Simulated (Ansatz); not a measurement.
Below is a relaxed structure of TiAl₃. The cell was found from a structure generator's guess, not taken from experiment.

Level of theory: DFT PBE, scalar-relativistic, plane waves, PAW (Ansatz). Cutoff 420 eV, Γ-centred mesh, Gaussian smearing, no spin polarisation.

```xyz
4
Lattice="2.7948 0.0000 0.0000 0.0000 2.7948 0.0000 0.0000 0.0000 9.3393" Properties=species:S:1:pos:R:3 pbc="T T T"
Ti    0.0000    0.0000    4.6697
Al    1.3974    1.3974    6.6791
Al    1.3974    1.3974    2.6603
Al    1.3974    1.3974    0.0000
```

The zero of energy is the elements' standard structures at the same level; no fitted shifts are applied.

(1) Find its symmetry and describe it.

(2) What is its formation energy per atom?

(3) Is it a metal?

## Answers

(1) P4/mmm (No. 123). Conventional cell: a = 2.795 Å, c = 9.339 Å. Around Ti lie 4 Ti at 2.79 Å and 8 Al at 2.82 Å; around Al on a site of symmetry 4mm lie 5 Al at 2.66–2.79 Å and 4 Ti at 2.82 Å; Al on a site of symmetry 4/mmm has 6 Al at 2.66–2.79 Å.

(2) −0.06 eV/atom.

(3) Yes, bands cross the Fermi level on the 16×16×6 mesh.

The last run used a 16×16×6 mesh (in the run's order of axes) for its 4-atom cell and Gaussian smearing of 0.10 eV. Symmetry constrained the relaxation, so the result can be a saddle point. Another cell of TiAl3 relaxed alike, in I4/mmm (a Materials Project cell), lies 0.34 eV/atom lower, so this cell isn't the stable form at this level.
